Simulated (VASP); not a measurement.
# Nb (Im-3m) in VASP: a series of runs

One crystal, Nb, is run at these levels: r2SCAN; tasks: relaxation of cell and atoms.

All numbers are computed with VASP 6.6.1; they aren't measurements. Logs are shortened: lines on timing, memory, paths and dates and some standing lists are left out, and cuts for length are marked.

### Step 1. The crystal as given

The structure is cubic, space group Im-3m (No. 229). The conventional cell has a = 3.328 Å, b = 3.328 Å, c = 3.328 Å, α = 90.00°, β = 90.00°, γ = 90.00°. Around Nb (site symmetry m-3m) lie 8 Nb at 2.88 Å.

The cell was built by a generator and needn't be a form met in nature.

### Step 2. Relaxation of cell and atoms, r2SCAN

File INCAR:

```
SYSTEM = Nb
  ALGO = Normal
  EDIFF = 1E-6
  EDIFFG = -0.01
  ENCUT = 600
  IBRION = 2
  ISIF = 3
  ISMEAR = 1
  LASPH = .True.
  LCHARG = .False.
  LMIXTAU = .True.
  LREAL = .False.
  LWAVE = .False.
  METAGGA = R2SCAN
  NELM = 80
  NSW = 90
  PREC = Accurate
  SIGMA = 0.1
```

File KPOINTS:

```
k-points
0
Gamma
  16 16 16
  0 0 0
```

File POSCAR:

```
Nb
1.0
   -1.6639500000      1.6639500000      1.6639500000
    1.6639500000     -1.6639500000      1.6639500000
    1.6639500000      1.6639500000     -1.6639500000
Nb
1
Direct
    0.0000000000      0.0000000000      0.0000000000
```

Potentials or basis: VASP PAW PBE potentials, release 64 (Nb_sv).

On the command line:

```bash
$ cat potpaw_PBE.64/Nb_sv/POTCAR > POTCAR
$ mpirun -np 1 vasp_std > vasp.out
```

OUTCAR:

```text
SYSTEM = Nb
   EDIFF = 1E-6
   EDIFFG = -0.01
   ENCUT = 600
   IBRION = 2
   ISIF = 3
   ISMEAR = 1
   LASPH = .True.
   LREAL = .False.
   METAGGA = R2SCAN
   NELM = 80
   NSW = 90
   PREC = Accurate

 ion  position               nearest neighbor table
   1  0.000  0.000  0.000-

  LATTYP: Found a body centered cubic cell.
 ALAT       =     3.3279000000

  Lattice vectors:

 A1 = (  -1.6639500000,   1.6639500000,   1.6639500000)
 A2 = (   1.6639500000,  -1.6639500000,   1.6639500000)
 A3 = (   1.6639500000,   1.6639500000,  -1.6639500000)

Analysis of symmetry for initial positions (statically):
=====================================================================
 Subroutine PRICEL returns:
 Original cell was already a primitive cell.

 Routine SETGRP: Setting up the symmetry group for a
 body centered cubic supercell.

 Subroutine GETGRP returns: Found 48 space group operations
 (whereof 48 operations were pure point group operations)
 out of a pool of 48 trial point group operations.

The static configuration has the point symmetry O_h .

Analysis of symmetry for dynamics (positions and initial velocities):
=====================================================================
 Subroutine PRICEL returns:
 Original cell was already a primitive cell.

 Routine SETGRP: Setting up the symmetry group for a
 body centered cubic supercell.

 Subroutine GETGRP returns: Found 48 space group operations
 (whereof 48 operations were pure point group operations)
 out of a pool of 48 trial point group operations.

The dynamic configuration has the point symmetry O_h .

 Subroutine INISYM returns: Found 48 space group operations
 (whereof 48 operations are pure point group operations),
 and found     1 'primitive' translations

----------------------------------------------------------------------------------------

                                     Primitive cell

  volume of cell :      18.4281

  direct lattice vectors                    reciprocal lattice vectors
    -1.663950000  1.663950000  1.663950000     0.000000000  0.300489798  0.300489798
     1.663950000 -1.663950000  1.663950000     0.300489798  0.000000000  0.300489798
     1.663950000  1.663950000 -1.663950000     0.300489798  0.300489798  0.000000000

  length of vectors
     2.882045941  2.882045941  2.882045941     0.424956748  0.424956748  0.424956748

  position of ions in fractional coordinates (direct lattice)
     0.000000000  0.000000000  0.000000000

  ion indices of the primitive-cell ions
   primitive index   ion index
                 1           1

----------------------------------------------------------------------------------------

 KPOINTS: k-points

Automatic generation of k-mesh.
 Grid dimensions read from file:
 generate k-points for:   16   16   16

 Generating k-lattice:

  Cartesian coordinates                     Fractional coordinates (reciprocal lattice)
     0.000000000  0.018780612  0.018780612     0.062500000  0.000000000  0.000000000
     0.018780612  0.000000000  0.018780612     0.000000000  0.062500000  0.000000000
     0.018780612  0.018780612  0.000000000     0.000000000  0.000000000  0.062500000

  Length of vectors
     0.026559797  0.026559797  0.026559797

  Shift w.r.t. Gamma in fractional coordinates (k-lattice)
     0.000000000  0.000000000  0.000000000

 Subroutine IBZKPT returns following result:
 ===========================================

 Found    145 irreducible k-points:

 Following reciprocal coordinates:
            Coordinates               Weight
  0.000000  0.000000  0.000000      1.000000
  0.062500  0.000000  0.000000     12.000000
  0.125000  0.000000  0.000000     12.000000
  0.187500  0.000000  0.000000     12.000000
  0.250000  0.000000  0.000000     12.000000
  0.312500  0.000000  0.000000     12.000000
[... 16 lines left out ...]
  0.187500  0.187500  0.000000     24.000000
  0.250000  0.187500  0.000000     48.000000
 [... further k-points ...]
   k-points           NKPTS =    145   k-points in BZ     NKDIM =    145   number of bands    NBANDS=     10
   number of dos      NEDOS =    301   number of ions     NIONS =      1
   total plane-waves  NPLWV =  13824
   dimension x,y,z NGX =    24 NGY =   24 NGZ =   24
   dimension x,y,z NGXF=    48 NGYF=   48 NGZF=   48
   ions per type =               1
   NGX,Y,Z   is equivalent  to a cutoff of  13.84, 13.84, 13.84 a.u.
   NGXF,Y,Z  is equivalent  to a cutoff of  27.69, 27.69, 27.69 a.u.
 SYSTEM =  Nb
   PREC   = accura    normal or accurate (medium, high low for compatibility)
   ISTART =      0    job   : 0-new  1-cont  2-samecut
   ICHARG =      2    charge: 1-file 2-atom 10-const
   ISPIN  =      1    spin polarized calculation?
   LNONCOLLINEAR =      F non collinear calculations
   LSORBIT =      F    spin-orbit coupling
   LASPH  =      T    aspherical Exc in radial PAW
   ENCUT  =  600.0 eV  44.10 Ry    6.64 a.u.   5.76  5.76  5.76*2*pi/ulx,y,z
   NELM   =     80;   NELMIN=  2; NELMDL= -5     # of ELM steps
   EDIFF  = 0.1E-05   stopping-criterion for ELM
   LREAL  =      F    real-space projection
   EDIFFG = -.1E-01   stopping-criterion for IOM
   NSW    =     90    number of steps for IOM
   IBRION =      2    ionic relax: 0-MD 1-quasi-New 2-CG
   NFREE  =      1    steps in history (QN), initial steepest desc. (CG)
   ISIF   =      3    stress and relaxation
   ISYM   =      2    0-nonsym 1-usesym 2-fastsym
   POTIM  = 0.5000    time-step for ionic-motion
   TEBEG  =    0.0;   TEEND  =   0.0 temperature during run
   PSTRESS=    0.0 pullay stress
   NELECT =      13.0000    total number of electrons
   NUPDOWN=      -1.0000    fix difference up-down
   EMIN   =  10.00;   EMAX   =-10.00  energy-range for DOS
   EFERMI =   0.00;   METHOD = LEGACY
   ISMEAR =     1;   SIGMA  =   0.10  broadening in eV -4-tet -1-fermi 0-gaus
   EFERMI_NEDOS =   21; number of points for ismear=-14 and -15
   IALGO  =     38    algorithm
   IMIX   =      4    mixing-type and parameters
     AMIX     =   0.40;   BMIX     =  1.00
     AMIX_MAG =   1.60;   BMIX_MAG =  1.00
  volume/ion in A,a.u.               =      18.43       124.36
  Fermi-wavevector in a.u.,A,eV,Ry     =   1.457345  2.753983 28.896790  2.123854
  Thomas-Fermi vector in A             =   2.574157
   LORBIT       =      0    0 simple, 1 ext, 2 COOP (PROOUT), +10 PAW based schemes
   METAGGA = R2SCAN    functional components
   LHFCALC =     F    Hartree Fock is set to
   AEXX    =    0.0000 exact exchange contribution
   IVDW    =     0    specifies the selected vdW correction
   LEPSILON=     F    determine dielectric tensor
   LRPA    =     F    only Hartree local field effects (RPA)
 conjugate gradient relaxation of ions
 non-spin polarized calculation
 Methfessel and Paxton  Order N= 1 SIGMA  =   0.10
  energy-cutoff  :      600.00
  volume of cell :       18.43
 maximum number of plane-waves:       630
   NGX = 11   NGY = 11   NGZ = 11

--------------------------------------- Ionic step        1  -------------------------------------------

 number of electron      12.9999999 magnetization

 Free energy of the ion-electron system (eV)
  ---------------------------------------------------
  ext. energy  EPLUGINS =         0.00000000
  ---------------------------------------------------
  free energy    TOTEN  =       -24.83597556 eV

  energy without entropy =      -24.83598824  energy(sigma->0) =      -24.83597978

------------------------ aborting loop because EDIFF is reached ----------------------------------------

  FORCE on cell =-STRESS in cart. coord.  units (eV):
  Direction    XX          YY          ZZ          XY          YZ          ZX
  --------------------------------------------------------------------------------------
  -------------------------------------------------------------------------------------
  Total       -0.4761994     -0.4761994     -0.4761994      0.0000000     -0.0000000     -0.0000000
  in kB      -41.4017413    -41.4017413    -41.4017413      0.0000000     -0.0000000     -0.0000000
  external PRESSURE =     -41.4017413 kB  Pullay stress =       0.0000000 kB
[... 55 lines left out ...]
  energy  without entropy=      -24.8208507469  energy(sigma->0) =      -24.82128431

--------------------------------------- Ionic step        3  -------------------------------------------

 number of electron      13.0000000 magnetization

 Free energy of the ion-electron system (eV)
  ---------------------------------------------------
  ext. energy  EPLUGINS =         0.00000000
  ---------------------------------------------------
  free energy    TOTEN  =       -24.84186150 eV

  energy without entropy =      -24.84139611  energy(sigma->0) =      -24.84170637

 E-fermi :  11.1698     XC(G=0): -13.6341

 val. band max:       11.1643324330   @ k =  -0.2500   0.3125   0.1250
 cond. band min:      11.1967933553   @ k =  -0.4375   0.5000   0.1875
 fundamental gap:      0.0324609223
 Fermi energy:        11.1697726806

 k-point     1 :       0.0000    0.0000    0.0000
  band No.  band energies     occupation
      1     -44.9915      2.00000
      2     -19.5277      2.00000
      3     -19.5277      2.00000
      4     -19.5276      2.00000
      5       4.8671      2.00000
      6      11.6021     -0.00000
      7      11.6021     -0.00000
      8      11.6021     -0.00000
      9      14.7312      0.00000
     10      14.7312      0.00000
[... 287 lines left out ...]
 k-point    24 :       0.2500    0.1875    0.0000
  band No.  band energies     occupation
      1     -44.7526      2.00000
      2     -20.6696      2.00000
      3     -19.9965      2.00000
      4     -19.6532      2.00000
      5       8.2848      2.00000
      6       9.8144      2.00000
      7      10.6883      2.00000
      8      14.0879      0.00000
      9      15.5283      0.00000
     10      17.3662      0.00000

 [... further k-points ...]
[... 5 lines left out ...]
  --------------------------------------------------------------------------------------
  -------------------------------------------------------------------------------------
  Total       -0.0062375     -0.0062375     -0.0062375     -0.0000000     -0.0000000      0.0000000
  in kB       -0.5556429     -0.5556429     -0.5556429     -0.0000000     -0.0000000      0.0000000
  external PRESSURE =      -0.5556429 kB  Pullay stress =       0.0000000 kB
[... 16 lines left out ...]
  FREE ENERGIE OF THE ION-ELECTRON SYSTEM (eV)
  ---------------------------------------------------
  free  energy   TOTEN  =       -24.8418615021 eV

  energy  without entropy=      -24.8413961082  energy(sigma->0) =      -24.84170637

 reached required accuracy - stopping structural energy minimisation
```

Run time: 1.8 min. Hardware: 1 thread of Intel Xeon 6975P-C (Granite Rapids), shared host; peak memory 0.18 GiB.

Results:

```
Free energy                            : -24.8419 eV
Relaxed volume                         : 17.99 Å³/atom
Relaxed cell                           : a = 2.859 Å, b = 2.859 Å, c = 2.859 Å, α = 109.47°, β = 109.47°, γ = 109.47°
Space group after relaxing (to 0.05 Å) : Im-3m (No. 229)
Energy gained by relaxing              : 5.9 meV/atom
Ionic steps                            : 3
Pressure after relaxing                : -0.1 GPa
Band gap on the k mesh                 : none (metal or under the smearing width)
```

Step by step:
```csv
step,energy change (eV),largest force (eV/Å),pressure (GPa),volume (Å³)
1,0.0000,0.0000,-4.14,18.43
2,0.0145,0.0000,8.52,17.19
3,-0.0059,0.0000,-0.06,17.99
```

Final structure:
```xyz
1
Lattice="-1.6505 1.6505 1.6505 1.6505 -1.6505 1.6505 1.6505 1.6505 -1.6505" Properties=species:S:1:pos:R:3 pbc="T T T"
Nb    0.0000    0.0000    0.0000
```

Caveat: the PAW data sets were made with another functional, which shifts forces and pressure a little.

### Step 3. Relaxation of cell and atoms, r2SCAN

This run uses another cell than the first one, of 17.99 Å³/atom, 0.976 times its volume.

INCAR: that of step 2 with these lines changed.

```diff
@@ -2,4 +2,4 @@
   ALGO = Normal
-  EDIFF = 1E-6
-  EDIFFG = -0.01
+  EDIFF = 1E-7
+  EDIFFG = -0.005
   ENCUT = 600
```

KPOINTS is that of step 2.

File POSCAR:

```
Nb                                      
1.0
   -1.6505241077      1.6505241077      1.6505241077
    1.6505241077     -1.6505241077      1.6505241077
    1.6505241077      1.6505241077     -1.6505241077
  Nb            
     1
Direct
     0.0000000000000000    0.0000000000000000    0.0000000000000000
```

Potentials or basis: VASP PAW PBE potentials, release 64 (Nb_sv).

On the command line:

```bash
$ cat potpaw_PBE.64/Nb_sv/POTCAR > POTCAR
$ mpirun -np 1 vasp_std > vasp.out
```

Run time: 96 s. Hardware: 1 thread of Intel Xeon 6975P-C (Granite Rapids), shared host; peak memory 0.17 GiB.

It converged, with:

* Free energy: -24.8418 eV
* Relaxed volume: 17.98 Å³/atom
* Relaxed cell: a = 2.858 Å, b = 2.858 Å, c = 2.858 Å, α = 109.47°, β = 109.47°, γ = 109.47°
* Space group after relaxing (to 0.05 Å): Im-3m (No. 229)
* Energy gained by relaxing: 0.0 meV/atom
* Ionic steps: 3
* Pressure after relaxing: 0.0 GPa
* Band gap on the k mesh: none (metal or under the smearing width)

Final structure:
```xyz
1
Lattice="-1.6504 1.6504 1.6504 1.6504 -1.6504 1.6504 1.6504 1.6504 -1.6504" Properties=species:S:1:pos:R:3 pbc="T T T"
Nb    0.0000    0.0000    0.0000
```

Levels at points of the mesh, in eV from the Fermi level:
| k point | band 3 | band 4 | band 5 | band 6 | band 7 | band 8 | band 9 | band 10 |
| --- | --- | --- | --- | --- | --- | --- | --- | --- |
| (0.00, 0.00, 0.00) | -30.70 | -30.70 | -6.30 | 0.43 | 0.43 | 0.43 | 3.56 | 3.56 |
| (0.50, 0.00, 0.00) | -31.15 | -30.71 | -3.92 | -1.73 | 2.25 | 3.58 | 4.31 | 6.66 |
| (0.50, 0.50, 0.50) | -31.69 | -31.69 | -3.91 | -3.91 | 5.87 | 5.87 | 5.87 | 9.53 |

Caveat: the PAW data sets were made with another functional, which shifts forces and pressure a little.
